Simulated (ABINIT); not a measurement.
Crystal: Ir.

```
Ir
1.0
     0.00000    1.91560    1.91560
     1.91560    0.00000    1.91560
     1.91560    1.91560    0.00000
Ir
1
Direct
  0.00000 0.00000 0.00000
```

Base run:

```yaml
Program: ABINIT 10.8.3 (patched build)
Functional: PBEsol
Potentials_or_basis: JTH PAW PBE v2.0
Cutoff: 435 eV
k_mesh: 12 × 12 × 12
Occupations: fermi-dirac, width 0.05 eV
Spin: no spin polarisation
```

Its results: band gap on the k mesh none (metal or under the smearing width); pressure 0.1 GPa.

Question: The run is repeated on the same cell with these changes: spin from no spin polarisation to spin-orbit coupling, no magnetisation. What comes out?

Answer: Band gap on the k mesh none (metal or under the smearing width); pressure 2.2 GPa.

Caveats: the PAW data sets were made with another functional, which shifts forces and pressure a little; spin-orbit coupling is left out, which moves the levels of the heavy elements (some runs).
